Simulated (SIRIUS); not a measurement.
Crystal: Zn.

```
Zn
1.0
     2.67000    0.00000    0.00000
    -1.33500    2.31229    0.00000
     0.00000    0.00000    4.96600
Zn
2
Cartesian
  1.3350 0.7708 3.7245
  0.0000 1.5415 1.2415
```

Base run:

* Program: SIRIUS 7.10.0
* Functional: RPBE
* Potentials or basis: PseudoDojo 0.4.1 PBE standard (scalar relativistic)
* Cutoff: 1152 eV
* Density cutoff: 4606 eV
* k mesh: 8 × 8 × 4
* Occupations: fermi-dirac, width 0.05 eV
* Spin: no spin polarisation

Its results: band gap on the k mesh none (metal or under the smearing width); pressure 3.2 GPa.

**Question.** After a change of settings the same cell gave: band gap on the k mesh none (metal or under the smearing width); pressure 2.2 GPa. Which change was it?
A. functional from RPBE to AM05; libxc names from ["XC_GGA_X_RPBE", "XC_GGA_C_PBE"] to ["XC_GGA_X_AM05", "XC_GGA_C_AM05"]
B. functional from RPBE to SOGGA; libxc names from ["XC_GGA_X_RPBE", "XC_GGA_C_PBE"] to ["XC_GGA_X_SOGGA", "XC_GGA_C_PBE"]
C. functional from RPBE to PW91; libxc names from ["XC_GGA_X_RPBE", "XC_GGA_C_PBE"] to ["XC_GGA_X_PW91", "XC_GGA_C_PW91"]
D. functional from RPBE to revPBE; libxc names from ["XC_GGA_X_RPBE", "XC_GGA_C_PBE"] to ["XC_GGA_X_PBE_R", "XC_GGA_C_PBE"]

**Answer.** D.

Caveats: the potentials were made for another functional, which shifts forces and pressure.

Runs at the PBE level aren't shown here.
